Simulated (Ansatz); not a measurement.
# GePt: the cost of one run

Computed with Ansatz 0.2.0 (DFT PBEsol, scalar-relativistic, plane waves, PAW, unless a step's input says otherwise).

2 further runs of the same task are left out: 2 set aside as unsound or not needed.

## 1. The starting structure

Symmetry: Pnma, No. 62, orthorhombic system. Conventional cell: a = 5.741 Å, b = 3.700 Å, c = 6.092 Å, α = 90.00°, β = 90.00°, γ = 90.00°. Ge (site symmetry m) has 6 Pt at 2.49 to 2.66 Å in its first shell of neighbours. Pt (site symmetry m) is surrounded by 6 Ge at 2.49 to 2.66 Å.

As a file:

```cif
data_structure
_symmetry_space_group_name_H-M 'P 1'
_symmetry_Int_Tables_number 1
_cell_length_a 5.7406
_cell_length_b 3.7003
_cell_length_c 6.0924
_cell_angle_alpha 90.000
_cell_angle_beta 90.000
_cell_angle_gamma 90.000
_cell_volume 129.42
loop_
_atom_site_label
_atom_site_type_symbol
_atom_site_fract_x
_atom_site_fract_y
_atom_site_fract_z
_atom_site_occupancy
Ge1 Ge 0.81516 0.75000 0.58802 1
Ge2 Ge 0.18484 0.25000 0.41198 1
Ge3 Ge 0.68484 0.25000 0.08802 1
Ge4 Ge 0.31516 0.75000 0.91198 1
Pt1 Pt 0.99924 0.75000 0.19116 1
Pt2 Pt 0.00076 0.25000 0.80884 1
Pt3 Pt 0.50076 0.25000 0.69116 1
Pt4 Pt 0.49924 0.75000 0.30884 1
```

It is the result of an earlier relaxation at this level (volume 16.18 Å³/atom; gap on the mesh: none (metal)).

Bulk energy on matching settings, from an earlier run: -8319.1642 eV/atom.

## 2. Cutting the (001) slab

Planes are indexed in the bulk's conventional cell (Pnma (No. 62)), a = 5.741 Å, b = 3.700 Å, c = 6.092 Å, α = 90.00°, β = 90.00°, γ = 90.00°.

Cut from the relaxed bulk: a (001) slab, 11.5 Å thick as cut, with 15 Å of vacuum; its outer planes are Pt (top) and Pt (bottom).

The slab as cut. Its planes from the bottom up:

| plane | atoms per cell | height over the lowest (Å) |
| --- | --- | --- |
| 1 | Pt | 0.00 |
| 2 | Ge | 0.63 |
| 3 | Ge | 1.70 |
| 4 | Pt | 2.33 |
| 5 | Pt | 3.05 |
| 6 | Ge | 3.67 |
| 7 | Ge | 4.75 |
| 8 | Pt | 5.38 |
| 9 | Pt | 6.09 |
| 10 | Ge | 6.72 |
| 11 | Ge | 7.79 |
| 12 | Pt | 8.42 |
| 13 | Pt | 9.14 |
| 14 | Ge | 9.77 |
| 15 | Ge | 10.84 |
| 16 | Pt | 11.47 |

## 3. The slab as cut, atoms at the bulk's places

The cell repeats along c, and a dipole correction in the vacuum removes the field between the copies.

Contents of input.yaml:

```yaml
crystal:
  lattice:
    - [3.7003360132, 0.0, 0.0]
    - [0.0, 5.7406004657, 0.0]
    - [0.0, 0.0, 26.4679113622]
  atoms:
    - { symbol: Pt, position: [0.75, 0.0007565306, 0.2833619887] }
    - { symbol: Ge, position: [0.25, 0.3151594244, 0.3071021562] }
    - { symbol: Ge, position: [0.75, 0.6848405756, 0.3476247379] }
    - { symbol: Pt, position: [0.25, 0.9992434694, 0.3713649054] }
    - { symbol: Pt, position: [0.25, 0.4992434694, 0.398453024] }
    - { symbol: Ge, position: [0.75, 0.1848405756, 0.4221931915] }
    - { symbol: Ge, position: [0.25, 0.8151594244, 0.4627157732] }
    - { symbol: Pt, position: [0.75, 0.5007565306, 0.4864559407] }
    - { symbol: Pt, position: [0.75, 0.0007565306, 0.5135440593] }
    - { symbol: Ge, position: [0.25, 0.3151594244, 0.5372842268] }
    - { symbol: Ge, position: [0.75, 0.6848405756, 0.5778068085] }
    - { symbol: Pt, position: [0.25, 0.9992434694, 0.601546976] }
    - { symbol: Pt, position: [0.25, 0.4992434694, 0.6286350946] }
    - { symbol: Ge, position: [0.75, 0.1848405756, 0.6523752621] }
    - { symbol: Ge, position: [0.25, 0.8151594244, 0.6928978438] }
    - { symbol: Pt, position: [0.75, 0.5007565306, 0.7166380113] }
basis:
  ecutwfc: 420
kpoints:
  mp_grid: { grid: [9, 6, 1] }
hamiltonian:
  xc: pbesol
scf:
  occupations: { method: gaussian, width: 0.1 }
output:
  forces: true
  stress: true
  eigenvalues: true
  write_density: true
  write_potential: true
  elf: true
  volumetric_format: npy
efield:
  axis: 3
  dipole_correction: true
  ramp_width: 0.04
```

Started as:

```console
$ ansatz run input.yaml --threads 2 --pin off --max-ram 5120MiB --backend cpu --events-out ev --progress --plain --runs-dir out
```

**Question.** How long does this run take on 2 threads of AMD EPYC 7R43 (Zen 3), shared host, and how much memory does it need?

About 2.7 min, with a peak of 2 GiB.
